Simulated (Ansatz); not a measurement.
**CdSe: a strain scan**

This session takes CdSe and sets out to strain the cell along the Voigt pattern (0, 0, 0, 0, 0, 1).

The COD entry's cell or inner coordinates are ideal or old and differ from later refinements, so a difference from it is no clean test against experiment.

Computed with Ansatz 0.2.0 (DFT r2SCAN, scalar-relativistic, plane waves, PAW, unless a step's input says otherwise).

### Step 1. Starting point

It takes space group P6_3mc (No. 186, hexagonal). The conventional cell has a = 4.298 Å, b = 4.298 Å, c = 7.015 Å, α = 90.00°, β = 90.00°, γ = 120.00°. Cd (site symmetry 3m) is surrounded by 4 Se at 2.63 Å. Se (site symmetry 3m) is surrounded by 4 Cd at 2.63 Å.

Structure file:

```
Cd Se
1.0
     4.29850    0.00000    0.00000
    -2.14925    3.72261    0.00000
     0.00000    0.00000    7.01520
Cd Se
2 2
Direct
  0.66667 0.33333 0.00000
  0.33333 0.66667 0.50000
  0.66667 0.33333 0.37500
  0.33333 0.66667 0.87500
```

The cell is taken as given, not relaxed at this level.

### Step 2. Zero of energy

The reference gives a free energy of -27495.6556 eV, pressure 1.55 GPa, largest force 0.022 eV/Å and gap on the mesh 1.17 eV. It was computed beforehand with the settings of the runs below.

### Step 3. The scan: a strain scan

The cell is strained by ε times the Voigt pattern (0, 0, 0, 0, 0, 1) (xx, yy, zz, yz, xz, xy; engineering shear), with fractional coordinates fixed (clamped ions). The stress on the pattern is the sum of the stress components weighted by it, tension positive.

### Step 4. At ε = -0.0400

input.yaml reads:

```yaml
crystal:
  lattice:
    - [4.2984999142, -0.0859699983, 0.0]
    - [-2.2237021596, 3.765595123, 0.0]
    - [0.0, 0.0, 7.0152]
  atoms:
    - { symbol: Cd, position: [0.6666666667, 0.3333333333, 0.0] }
    - { symbol: Cd, position: [0.3333333333, 0.6666666667, 0.5] }
    - { symbol: Se, position: [0.6666666667, 0.3333333333, 0.375] }
    - { symbol: Se, position: [0.3333333333, 0.6666666667, 0.875] }
basis:
  ecutwfc: 500
kpoints:
  mp_grid: { grid: [6, 6, 4] }
hamiltonian:
  xc: r2scan
scf:
  occupations: { method: gaussian, width: 0.05 }
output:
  forces: true
  stress: true
  eigenvalues: true
```

Command:

```sh
ansatz run input.yaml --threads 1 --pin off --max-ram 2560MiB --backend cpu --events-out ev --progress --plain --runs-dir out
```

### Step 5. Point ε = 0.0300

input.yaml: that of step 4 with these lines changed.

```diff
@@ -2,4 +2,4 @@
   lattice:
-    - [4.2984999142, -0.0859699983, 0.0]
-    - [-2.2237021596, 3.765595123, 0.0]
+    - [4.2984999142, 0.0644774987, 0.0]
+    - [-2.0934108053, 3.6903713745, 0.0]
     - [0.0, 0.0, 7.0152]
```

### Step 6. At ε = -0.0200

input.yaml: that of step 5 with these lines changed.

```diff
@@ -2,4 +2,4 @@
   lattice:
-    - [4.2984999142, 0.0644774987, 0.0]
-    - [-2.0934108053, 3.6903713745, 0.0]
+    - [4.2984999142, -0.0429849991, 0.0]
+    - [-2.1864760583, 3.7441026235, 0.0]
     - [0.0, 0.0, 7.0152]
```

### Step 7. ε = 0.0100

input.yaml: that of step 6 with these lines changed.

```diff
@@ -2,4 +2,4 @@
   lattice:
-    - [4.2984999142, -0.0429849991, 0.0]
-    - [-2.1864760583, 3.7441026235, 0.0]
+    - [4.2984999142, 0.0214924996, 0.0]
+    - [-2.1306369065, 3.7118638741, 0.0]
     - [0.0, 0.0, 7.0152]
```

### Step 8. At ε = 0.0350

input.yaml: that of step 7 with these lines changed.

```diff
@@ -2,4 +2,4 @@
   lattice:
-    - [4.2984999142, 0.0214924996, 0.0]
-    - [-2.1306369065, 3.7118638741, 0.0]
+    - [4.2984999142, 0.0752237485, 0.0]
+    - [-2.0841042799, 3.6849982496, 0.0]
     - [0.0, 0.0, 7.0152]
```

### Step 9. ε = 0.0250

input.yaml: that of step 8 with these lines changed.

```diff
@@ -2,4 +2,4 @@
   lattice:
-    - [4.2984999142, 0.0752237485, 0.0]
-    - [-2.0841042799, 3.6849982496, 0.0]
+    - [4.2984999142, 0.0537312489, 0.0]
+    - [-2.1027173306, 3.6957444994, 0.0]
     - [0.0, 0.0, 7.0152]
```

### Step 10. Point ε = 0.0150

input.yaml: that of step 9 with these lines changed.

```diff
@@ -2,4 +2,4 @@
   lattice:
-    - [4.2984999142, 0.0537312489, 0.0]
-    - [-2.1027173306, 3.6957444994, 0.0]
+    - [4.2984999142, 0.0322387494, 0.0]
+    - [-2.1213303812, 3.7064907492, 0.0]
     - [0.0, 0.0, 7.0152]
```

### Step 11. At ε = 0.0050

input.yaml: that of step 10 with these lines changed.

```diff
@@ -2,4 +2,4 @@
   lattice:
-    - [4.2984999142, 0.0322387494, 0.0]
-    - [-2.1213303812, 3.7064907492, 0.0]
+    - [4.2984999142, 0.0107462498, 0.0]
+    - [-2.1399434318, 3.717236999, 0.0]
     - [0.0, 0.0, 7.0152]
```

(Steps that only read results are left out.)

**Question.** What will these runs give? Wanted: slope of the stress at ε = 0, from the points at -0.0200, 0 and 0.0050.

The runs gave:

| quantity | value |
| --- | --- |
| slope of the stress at ε = 0, from the points at -0.0200, 0 and 0.0050 | 36 GPa |

What this shows: From the stress slope, C66 is about 36 GPa with the ions clamped; letting the atoms relax could not make it stiffer. The reference stands under 1.5 GPa, so this is no zero-stress constant. No sampled point lies below the undisturbed cell. The gap on the mesh stays between 1.10 and 1.17 eV.
